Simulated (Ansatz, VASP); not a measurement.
## C: VASP beside Ansatz

```
C
1.0
     2.51292    0.00000    0.00000
     0.00000    2.51292    0.00000
     0.00000    0.00000   20.44230
C
6
Direct
  0.75000 0.00000 0.39523
  0.25000 0.00000 0.43312
  0.25000 0.50000 0.47902
  0.75000 0.50000 0.52098
  0.75000 0.00000 0.56688
  0.25000 0.00000 0.60477
```

Alike in both runs: functional PBEsol; k mesh 12 × 12 × 1; occupations fermi-dirac, width 0.02 eV; no spin polarisation.

Ansatz relaxed the structure, and its values are those at the end. VASP's run is a single point on that final structure, the one shown.

```csv
,VASP,Ansatz
version,VASP 6.6.1,Ansatz 0.2.0
potentials or method,"VASP PAW PBE potentials, release 64 (C)","PAW with Ansatz's default frozen-core files, scalar-relativistic"
plane-wave cutoff (eV),520,420
valence electrons in the cell,24,24
```

VASP gave:

| Quantity | Value |
| --- | --- |
| rms of the force components (eV/Å) | 0.021 |

Q: Which values does Ansatz return?

A: rms of the force components (eV/Å): 0.000.

Ansatz warned: «stress_scf_threshold_loose».

Caveats: the PAW data sets were made with another functional, which shifts forces and pressure a little (VASP).
